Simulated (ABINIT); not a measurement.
InAs:

```
In As
1.0
     0.00000    3.01800    3.01800
     3.01800    0.00000    3.01800
     3.01800    3.01800    0.00000
In As
1 1
Direct
  0.00000 0.00000 0.00000
  0.75000 0.75000 0.75000
```

- Program: ABINIT 10.8.3 (patched build)
- Task: relaxation of cell and atoms
- Functional: PBE
- Potentials or basis: JTH PAW PBE v2.0
- Cutoff: 599 eV
- k mesh: 8 × 8 × 8
- Occupations: fermi-dirac, width 0.05 eV
- Spin: no spin polarisation

At the start: pressure 4.3 GPa; volume 27.49 Å³/atom.

Task: How do energy, volume and symmetry change on relaxing?

Result: Over 4 steps the energy falls by 27.1 meV/atom and the volume is 29.60 Å³/atom (+7.7 %); space group F-43m (No. 216, to 0.05 Å).

The path:
```tsv
step	energy change (eV)	largest force (eV/Å)	pressure (GPa)	volume (Å³)
1	0.0000	0.0000	4.35	54.98
2	-0.0179	0.0000	3.46	55.71
3	-0.0538	0.0000	0.31	58.87
4	-0.0541	0.0000	0.03	59.21
```

Final structure:
```yaml
crystal:
  lattice:
    - [0.00000, 3.09350, 3.09350]
    - [3.09350, 0.00000, 3.09350]
    - [3.09350, 3.09350, 0.00000]
  atoms:
    - { symbol: In, position: [0.00000, 0.00000, 0.00000] }
    - { symbol: As, position: [0.75000, 0.75000, 0.75000] }
```
